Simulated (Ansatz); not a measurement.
FeO: a fit and a missing row

FeO, Fm-3m, a = 4.309 Å. Ansatz: PBE, PAW, 420 eV, Γ-centred 18×18×18 mesh on 2 atoms, Gaussian smearing 0.10 eV; collinear spin, largest moment 3.4 μB. Shape and atoms are relaxed at each volume; pressure is positive in compression.

| V (Å³/atom) | P (GPa) |
| --- | --- |
| 9.399 | 13.19 |
| 9.699 | 6.05 |
| 9.999 | 0.00 |
| 10.299 | -5.12 |
| 10.599 | ? |

**Question.** Take V0 = 9.999 Å³/atom, fit the third-order Birch–Murnaghan form to the other rows, and predict the missing pressure.

**Answer.** With the Eulerian strain f = ½[(V0/V)^(2/3) − 1] and y = P/[3f(1 + 2f)^(5/2)], the form is the line y = B0 + 1.5 B0 (B0′ − 4) f. Rows (f, y): 0.02106, 188.3; 0.01026, 186.8; -0.00976, 183.7. Means f = 0.007187, y = 186.27; Σ(Δf)² = 0.0004891, ΣΔfΔy = 0.07334; the slope is their ratio. y = 185.2 + 150.0 f GPa, so B0 = 185.2 GPa and B0′ = 4 + 2 × (150.0)/(3 × 185.2) = 4.54. At V = 10.599, f = -0.01905, y = 182.34 and P = -9.46 GPa. The run gave -9.43 GPa, so the fit is 0.03 GPa too low, a small miss on the scale of the series. The form still works here, 33 % of the fitted range beyond its end.

The cell holds one magnetic atom, so it can only be ferromagnetic; an antiferromagnetic order may lie lower.